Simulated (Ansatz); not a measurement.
Relaxing MgF2

These are results of DFT PBE, scalar-relativistic, plane waves, PAW in Ansatz 0.2.0, not measurements. Run with 420 eV cutoff, 6×6×8 k-mesh, Gaussian smearing of 0.02 eV, no spin polarisation.

What was changed: biaxial strain in the a-b plane, c and atoms relaxed: -4.5 %.

Command:

```bash
ansatz run input.yaml --threads 1 --pin off --max-ram 2560MiB --backend cpu --events-out ev --progress --plain --runs-dir out
```

Input:

```yaml
crystal:
  lattice:
    - [4.4861899013, 0.0, 0.0]
    - [0.0, 4.4861899013, 0.0]
    - [0.0, 0.0, 3.176502687]
  atoms:
    - { symbol: Mg, position: [0.5, 0.5, 0.5] }
    - { symbol: Mg, position: [0.0, 0.0, 0.0] }
    - { symbol: F, position: [0.6959725608, 0.6959725608, 0.0] }
    - { symbol: F, position: [0.8040274392, 0.1959725608, 0.5] }
    - { symbol: F, position: [0.3040274392, 0.3040274392, 0.0] }
    - { symbol: F, position: [0.1959725608, 0.8040274392, 0.5] }
basis:
  ecutwfc: 420
kpoints:
  mp_grid: { grid: [6, 6, 8] }
hamiltonian:
  xc: pbe
scf:
  occupations: { method: gaussian, width: 0.02 }
output:
  forces: true
  stress: true
  eigenvalues: true
relax:
  adjacent_minimum: "off"
  f_tol: 0.008
  max_steps: 40
  cell: { stress_tol: 0.015, fix: [a, b, gamma] }
```

F is the free energy. Steps run on the plane waves of an earlier cell, but the last one, and at times one on the way, on a freshly chosen basis, so a repeated geometry can differ a little in energy. The held parts of the cell keep their stress, so P needn't end at zero.

Steps:

| step | F − F(1) (eV) | largest force component (eV/Å) | V (Å³/atom) | P (GPa) |
| --- | --- | --- | --- | --- |
| 1 | 0.0000 | 0.033 | 10.655 | 6.61 |
| 2 | -0.0004 | 0.014 | 10.680 | 6.30 |
| 3 | -0.0001 | 0.001 | 10.711 | 5.92 |
| 4 | -0.0014 | 0.001 | 10.711 | 5.97 |
| 5 | -0.0013 | 0.000 | 10.714 | 5.93 |
| 6 | -0.0014 | 0.000 | 10.714 | 5.93 |

Relaxed structure:

```
CELL_PARAMETERS angstrom
4.48619 0.00000 0.00000
0.00000 4.48619 0.00000
0.00000 0.00000 3.19415
ATOMIC_POSITIONS crystal
Mg 0.50000 0.50000 0.50000
Mg 0.00000 0.00000 0.00000
F 0.69530 0.69530 0.00000
F 0.80470 0.19530 0.50000
F 0.30470 0.30470 0.00000
F 0.19530 0.80470 0.50000
```

The structure is tetragonal, space group P4_2/mnm (No. 136). The conventional cell has a = 4.486 Å, b = 4.486 Å, c = 3.194 Å, α = 90.00°, β = 90.00°, γ = 90.00°. Mg (site symmetry mmm) is surrounded by 6 F at 1.93 to 2.02 Å. F (site symmetry m2m) is surrounded by 3 Mg at 1.93 to 2.02 Å.

The run converged. The run took 15 s on 1 thread of Intel(R) Xeon(R) 6975P-C (Granite Rapids), with other jobs on the host, peak memory 0.43 GiB.